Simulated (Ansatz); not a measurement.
# CuO (P1) in Ansatz: notebook

One crystal, CuO, is run at these levels: PBE; tasks: single point.

Program: Ansatz 0.2.0. These are calculated values, not measurements. Logs are shortened: lines on timing, memory, paths and dates and some standing lists are left out, and cuts for length are marked.

## (1) Starting point

The typed cell holds 8 atoms: a = 2.900 Å, b = 5.544 Å, c = 5.643 Å, α = 113.11°, β = 101.64°, γ = 92.01°.

## (2) Single point, PBE

input.yaml

```yaml
crystal:
  lattice:
    - [2.34185, -1.7113, 0.0]
    - [-1.49182, -1.7113, -5.05787]
    - [2.34185, 5.1339, 0.0]
  atoms:
    - { symbol: Cu, position: [0.32132716, 0.95657656, 0.29054178] }
    - { symbol: Cu, position: [0.67867284, 0.04342344, 0.70945822] }
    - { symbol: Cu, position: [0.3225567, 0.52186451, 0.68364633] }
    - { symbol: Cu, position: [0.6774433, 0.47813549, 0.31635367] }
    - { symbol: O, position: [0.41767164, 0.70732048, 0.00989985] }
    - { symbol: O, position: [0.41392836, 0.79267952, 0.65850015] }
    - { symbol: O, position: [0.22493959, 0.34816805, 0.07342398] }
    - { symbol: O, position: [0.94346041, 0.15183195, 0.25817602] }
hamiltonian:
  xc: pbe
  pseudopotentials: { kind: paw }
kpoints:
  mp_grid: { grid: [9, 5, 5] }
scf:
  occupations: { method: fermi_dirac, width: 0.05 }
basis:
  ecutwfc: "300 eV"
output:
  forces: true
  stress: true
  eigenvalues: true
```

Potentials or basis: Ansatz PAW.

Launch:

```
ansatz run input.yaml --threads 4 --pin off --max-ram 11264MiB --backend cpu --events-out ev --progress --plain --runs-dir out
```

The program printed:

```text
Warning: basis.ecutwfc = 300 eV is below the records' recommended 420 eV, and the density's cutoff is lower with it unless basis.ecutrho_ratio is high enough to keep the records' density cutoff: compare with a run at a higher cutoff
Warning: RAYON_NUM_THREADS=4 ignored (pool sized by the plan → 4); use --threads N
Engine: ansatz 0.2.0, aarch64-unknown-linux-gnu
Pseudopotentials: kind: paw
Pseudopotential: Cu, paw, valence charge 19, recommended cutoff 420 eV (normal), Cu.paw.azcp
Pseudopotential: O, paw, valence charge 6, recommended cutoff 420 eV (normal), O.paw.azcp
Functional definition: PBE
  parameter kappa = 0.804
  parameter beta = 0.06672455060314922
  exchange = pbe_x(kappa = kappa, mu = beta*pi^2/3)
  correlation = pbe_c(beta = beta)
Crystal: 8 atoms, lattice volume = 81.080 Å³
Basis set: ecut = 300 eV, 957 PW (Γ), exchange–correlation on 36×64×64 points (8 copies of the dense FFT grid, shifted against one another)
Bands: 60, of which v1, the nominal top of the filled ones, is band 50 counted from 1 (49 counted from 0)
Symmetry: 1 space group operations
Space group: P1 (ITA 1), of the structure as read, at distance tolerance 4.3e-5 Å
k-points: 113 of 225 (time reversal used)
Non-local potential: Cu, projectors of the file, l = 0: 3, l = 1: 2, l = 2: 3, l = 3: 1
Non-local potential: O, projectors of the file, l = 0: 2, l = 1: 2, l = 2: 1
PAW form: soft (Blöchl's): semilocal exchange-correlation on the pseudo side does not see the compensation charge
PAW one-centre angular grid: Cu, 590 points (default); XC on 64 Gauss nodes
PAW one-centre angular grid: O, 110 points (default); XC on 64 Gauss nodes
Initial density: superposition of atomic densities (neutral atoms: chi_scale 0, normalization atom), corrected by the library's trained network
Initial wavefunctions: pseudopotential atomic-orbital guess
Functional: x = pbe(κ = 0.804, μ = 0.2195149727645171), c = pbe(β = 0.06672455060314922)
SCF iter   1: F=—  HF=-28750.591421 eV  |F-HF|=—  |Δ(HF+E_count)|=         —  Δρ=2.71e-2  dr2=3.00e-1  ethr=1.77e-3  ⟨swp⟩=6.1  Hψ=24717  notcnv=0  defer=69
preconditioner: auto → LDOS  [metal: Δε(μ)=0.007 eV  Ē_g=11.136 eV  σ=0.050 eV  W_gap=0.04  n_scr=34 (ndim 8)  ℏωp=34.0 eV  f_vac=0.028  D(μ)=4.24/eV (n_scr^D=38)  β→1.0]
SCF iter   2: F=—  HF=-28751.001372 eV  |F-HF|=—  |Δ(HF+E_count)|=   4.10e-1  Δρ=6.93e-2  dr2=2.31e0  ethr=3.00e-4  ⟨swp⟩=2.0  Hψ=14290  notcnv=0  defer=287  recentre
SCF iter   3: F=—  HF=-28750.521320 eV  |F-HF|=—  |Δ(HF+E_count)|=   4.80e-1  Δρ=1.52e-2  dr2=1.71e-1  ethr=3.00e-4  ⟨swp⟩=2.4  Hψ=13037  notcnv=0  defer=287
SCF iter   4: F=—  HF=-28750.516016 eV  |F-HF|=—  |Δ(HF+E_count)|=   5.30e-3  Δρ=1.52e-2  dr2=1.30e-1  ethr=1.71e-4  ⟨swp⟩=2.1  Hψ=11500  notcnv=0  defer=298
SCF iter   5: F=—  HF=-28750.497252 eV  |F-HF|=—  |Δ(HF+E_count)|=   1.88e-2  Δρ=4.91e-3  dr2=1.49e-2  ethr=1.30e-4  ⟨swp⟩=2.0  Hψ=9409  notcnv=0  defer=298
SCF iter   6: F=—  HF=-28750.496180 eV  |F-HF|=—  |Δ(HF+E_count)|=   1.07e-3  Δρ=1.23e-3  dr2=9.39e-4  ethr=1.49e-5  ⟨swp⟩=2.5  Hψ=9418  notcnv=0  defer=298
SCF iter   7: F=—  HF=-28750.496358 eV  |F-HF|=—  |Δ(HF+E_count)|=   1.78e-4  Δρ=8.47e-4  dr2=4.54e-4  ethr=9.39e-7  ⟨swp⟩=2.4  Hψ=11322  notcnv=0  defer=298
SCF iter   8: F=—  HF=-28750.496329 eV  |F-HF|=—  |Δ(HF+E_count)|=   2.84e-5  Δρ=2.37e-4  dr2=3.59e-5  ethr=4.54e-7  ⟨swp⟩=1.0  Hψ=6482  notcnv=0  defer=298
SCF iter   9: F=—  HF=-28750.496281 eV  |F-HF|=—  |Δ(HF+E_count)|=   4.77e-5  Δρ=8.04e-5  dr2=3.49e-6  ethr=3.59e-8  ⟨swp⟩=2.2  Hψ=10129  notcnv=0  defer=298
SCF iter  10: F=—  HF=-28750.496282 eV  |F-HF|=—  |Δ(HF+E_count)|=   8.22e-7  Δρ=2.83e-5  dr2=5.81e-7  ethr=3.49e-9  ⟨swp⟩=1.9  Hψ=10548  notcnv=0  defer=298
SCF iter  11: F=-28750.496282 eV  HF=-28750.496282 eV  |F-HF|=7.97e-8  |Δ(HF+E_count)|=   1.02e-8  Δρ=1.10e-5  dr2=9.21e-8  ethr=1.00e-10  ⟨swp⟩=7.1  Hψ=24907  notcnv=0
SCF 1 converged in 11 iterations: F = -28750.496282 eV  dr2 = 9.21e-8
SCF converged after 11 iterations
Free energy (F): -28750.496282 eV
Harris-Foulkes:  -28750.496282 eV  (|F-HF|=7.97e-8)
Internal energy: -28750.455314 eV  (E = F + TS)
E sigma→0 (E₀):  -28750.475798 eV
Entropy (-TS):   -0.040968 eV (-5.121 meV/atom)
Fermi energy:    12.085969 eV
--- Per-component energies (eV) ---
  E_band       = -1774.821520
  E_kinetic    = 1914.486320
  E_local      = -20418.141503  (includes V_loc(G=0)·N_el)
  E_nonlocal   = 1795.750638
  E_hartree    = 8891.230437
  E_xc         = -654.453586
  E_vxc        = -840.422835  (∫ρ·V_xc dr)
  E_paw        = -7311.329930  (= ΣΔE_a)
  E_vpaw       = -2008.967695  (= ΣTr[D̂ρ^β])
  E_aug_tail   = 0.017167  (compensation charges beyond the density's cutoff)
  E_ewald      = -12968.014858
  E_smearing   = -0.040968  (= −TS)
  E_closure    = 0.000000  (closes the sum)
  Σ components = -28750.496282   (vs F -28750.496282, Δ=0.00e0)
--- Forces (eV/Å), atoms counted from 1 ---
  atom   1  Cu     3.62273936    -0.55195436     2.61657709
  atom   2  Cu     5.32957484    -5.35681649   -14.43638339
  atom   3  Cu     0.50631125     2.33457525     8.69427780
  atom   4  Cu     5.32043592    -0.12012030    -3.00157758
  atom   5  O      2.06244447     2.08214946     0.74044152
  atom   6  O     -5.77776865     1.49418703     6.35177261
  atom   7  O     -7.00103489    -1.82673676     2.61432037
  atom   8  O     -4.06262494     1.94471442    -3.57950512
  max |Σ_I F_I| component: 7.74e-5 eV/Å
--- Stress (GPa, compression-positive) ---
       48.773036       3.032175      -2.648227
        3.032179      41.109619      21.224088
       -2.648221      21.224089      80.313189
  P = ⅓ Tr σ = 56.7319 GPa (567.319 kbar)
--- Band table (eV; the first three rows and the last of 113) ---
  k-point 0: bands = ["-101.5730", "-101.3089", "-100.9839", "-100.9493", "-59.1854", "-59.0273", "-58.9980", "-58.8577", "-58.7108", "-58.6474", "-58.6234", "-58.3816", "-58.2721", "-58.2010", "-58.0952", "-57.9821", "-8.8552", "-8.1212", "-6.5507", "-6.1144", "3.1268", "4.2040", "4.5302", "5.2913", "5.6415", "5.7626", "5.9070", "6.3681", "7.1871", "7.3464", "7.7853", "8.0871", "8.1862", "8.4951", "8.5002", "8.6041", "9.1149", "9.2501", "9.2856", "9.5363", "9.6601", "9.7486", "9.9462", "10.3522", "10.6522", "11.2978", "11.4739", "11.6815", "11.8052", "12.0927", "12.2972", "12.4439", "12.7233", "16.2756", "16.7294", "18.9282", "20.3337", "21.5318", "21.8145", "24.9776"]
  k-point 1: bands = ["-101.5722", "-101.3081", "-100.9831", "-100.9486", "-59.1848", "-59.0264", "-58.9971", "-58.8572", "-58.7104", "-58.6469", "-58.6228", "-58.3812", "-58.2718", "-58.2007", "-58.0941", "-57.9810", "-8.8147", "-8.1566", "-6.5715", "-6.1117", "3.1562", "4.2217", "4.5688", "5.2675", "5.4659", "5.8532", "6.0260", "6.3946", "7.2122", "7.3793", "7.7976", "7.9629", "8.2756", "8.3995", "8.5695", "8.6914", "9.1312", "9.2193", "9.2980", "9.4934", "9.6304", "9.7700", "9.8939", "10.2436", "10.6128", "11.3126", "11.3829", "11.6538", "11.8131", "12.0330", "12.3085", "12.6478", "12.9274", "16.1275", "16.7067", "18.8178", "20.4485", "21.2481", "22.5700", "24.4966"]
  k-point 2: bands = ["-101.5717", "-101.3076", "-100.9826", "-100.9480", "-59.1840", "-59.0261", "-58.9968", "-58.8562", "-58.7103", "-58.6464", "-58.6226", "-58.3804", "-58.2713", "-58.2013", "-58.0936", "-57.9807", "-8.7368", "-8.2268", "-6.6041", "-6.1083", "3.2007", "4.3317", "4.5777", "4.9641", "5.5832", "6.0021", "6.0639", "6.3901", "7.3243", "7.4541", "7.7813", "7.9058", "8.1126", "8.5079", "8.5773", "8.7714", "9.1119", "9.1913", "9.2468", "9.4025", "9.5707", "9.7364", "9.9230", "10.1157", "10.6320", "11.2177", "11.3510", "11.6057", "11.8250", "11.8503", "12.3481", "12.8552", "13.5371", "15.5289", "16.7478", "18.6617", "20.5932", "21.4941", "23.0853", "24.2474"]
  k-point 112: bands = ["-101.5726", "-101.3084", "-100.9834", "-100.9489", "-59.1840", "-59.0248", "-59.0043", "-58.8589", "-58.7197", "-58.6455", "-58.6333", "-58.3879", "-58.2708", "-58.2008", "-58.1021", "-57.9911", "-8.4037", "-7.5531", "-6.5411", "-5.8718", "3.2314", "4.2779", "4.6513", "4.7878", "4.9661", "5.4564", "5.8783", "6.6826", "6.9824", "7.3084", "7.4124", "8.1009", "8.3600", "8.4657", "8.7288", "8.8510", "9.2340", "9.3148", "9.5059", "9.5609", "9.6987", "9.7872", "10.0540", "10.1760", "10.4974", "10.7523", "11.0098", "11.2531", "11.5741", "11.9402", "12.3009", "12.6869", "14.4398", "16.0447", "16.9776", "18.0636", "19.8311", "20.0381", "21.5621", "22.6598"]
```

It took 13 s on 4 threads of Arm Neoverse V1, shared host; peak memory 0.52 GiB.

Results:

```
Free energy            : -28750.4963 eV
Pressure               : 56.7 GPa
Largest force          : 16.294 eV/Å
Band gap on the k mesh : none (metal or under the smearing width)
```

Forces on the atoms (eV/Å):
```
Cu    3.623  -0.552   2.617
Cu    5.330  -5.357 -14.436
Cu    0.506   2.335   8.694
Cu    5.320  -0.120  -3.002
O     2.062   2.082   0.740
O    -5.778   1.494   6.352
O    -7.001  -1.827   2.614
O    -4.063   1.945  -3.580
```

Stress tensor (GPa, compression positive):
```
48.77  3.03 -2.65
 3.03 41.11 21.22
-2.65 21.22 80.31
```

Caveat: a pressure of tens of GPa on the cell as given is suspect, and the run, the potentials or the cell itself is likely at fault; the pressure holds a Pulay correction of +43.7 GPa for the finite cutoff; the run has no spin polarisation, though such a crystal can be magnetic; semilocal functionals often make such compounds metallic where correlation or magnetic order opens a gap, which also shifts bond lengths; forces of over 1 eV/Å show positions far from the minimum, so gaps and moduli don't describe the material at rest; the cutoff lies under the one recommended for these potentials. With open d or f shells a metallic result of PBE can be an artefact of self-interaction; +U or a hybrid may open a gap.

## (3) Single point, PBE

input.yaml: that of step 2 with these lines changed.

```diff
@@ -18,7 +18,5 @@
 kpoints:
-  mp_grid: { grid: [9, 5, 5] }
+  mp_grid: { grid: [16, 9, 9] }
 scf:
   occupations: { method: fermi_dirac, width: 0.05 }
-basis:
-  ecutwfc: "300 eV"
 output:
```

Potentials or basis: Ansatz PAW.

Launch:

```
ansatz run input.yaml --threads 4 --pin off --max-ram 11264MiB --backend cpu --events-out ev --progress --plain --runs-dir out
```

Wall time 99 s (4 threads of Arm Neoverse V1, shared host); peak memory 2.1 GiB.

Results (log left out):

* Free energy: -28753.4415 eV
* Pressure: 55.8 GPa
* Largest force: 16.290 eV/Å
* Band gap on the k mesh: none (metal or under the smearing width)

Forces in eV/Å, atoms in the order of the input:
```
Cu    3.450  -0.613   2.652
Cu    5.360  -5.331 -14.430
Cu    0.503   2.306   8.419
Cu    5.118  -0.109  -2.959
O     1.990   2.065   0.724
O    -5.702   1.533   6.471
O    -6.855  -1.704   2.570
O    -3.862   1.852  -3.448
```

Stress tensor (GPa, compression positive):
```
47.63  3.01 -2.50
 3.01 40.33 21.43
-2.50 21.43 79.45
```

Levels at points of the mesh, in eV from the Fermi level:
| k point | band 48 | band 49 | band 50 | band 51 | band 52 | band 53 |
| --- | --- | --- | --- | --- | --- | --- |
| (0.00, 0.00, 0.00) | -0.40 | -0.29 | 0.00 | 0.21 | 0.35 | 0.63 |
| (-0.50, 0.00, 0.00) | -0.70 | -0.53 | -0.28 | -0.06 | 0.72 | 2.69 |

Caveat: a pressure of tens of GPa on the cell as given is suspect, and the run, the potentials or the cell itself is likely at fault; the pressure holds a Pulay correction of +0.7 GPa for the finite cutoff; the run has no spin polarisation, though such a crystal can be magnetic; semilocal functionals often make such compounds metallic where correlation or magnetic order opens a gap, which also shifts bond lengths; forces of over 1 eV/Å show positions far from the minimum, so gaps and moduli don't describe the material at rest. With open d or f shells a metallic result of PBE can be an artefact of self-interaction; +U or a hybrid may open a gap.
